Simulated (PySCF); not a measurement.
Level of theory: core-valence-separated Tamm–Dancoff BHandHLYP/aug-pcX-1 (pcseg-1 on H) in PySCF, non-relativistic, gas phase, PBE0-D3(BJ)/def2-SVP geometry. The energies are unshifted.

Main lines of an unknown, eV (oscillator strength): C K: 282.8 (0.122), 285.5 (0.014), 285.6 (0.028), 285.7 (0.033), 285.8 (0.013). Listed: the first five lines at most of each edge with a tenth or more of its strongest line's intensity; roots within 0.03 eV on the same or equivalent atoms are summed. Only the lowest roots were sought, and the top ones are left out.

Question: Which candidate gives them?
A. `C1=CCCC1`
B. `C1CC12CC2`
C. `C#CC(C)C`
D. `CC1=C(C)C1`

Answer: A. 

- `C1=CCCC1`: C K: 282.8 (0.122), 285.5 (0.014), 285.6 (0.028), 285.7 (0.033), 285.8 (0.013). First C line listed at 282.8 eV, hole on the alkene CH carbon.
- `CC1=C(C)C1`: C K: 283.4 (0.123), 286.2 (0.030), 286.4 (0.055), 286.5 (0.029), 286.9 (0.038). First C line listed at 283.4 eV, hole on the fully substituted alkene carbon.
- `C1CC12CC2`: C K: 285.8 (0.038), 286.1 (0.091), 286.3 (0.088), 286.5 (0.054), 287.0 (0.010). First C line listed at 285.8 eV, hole on the three-membered-ring carbon.
- `C#CC(C)C`: C K: 283.7 (0.232), 286.2 (0.053), 286.3 (0.069), 287.0 (0.033). First C line listed at 283.7 eV, hole on the terminal alkyne carbon and alkyne carbon.

One conformer each; other structures than these candidates weren't tested.
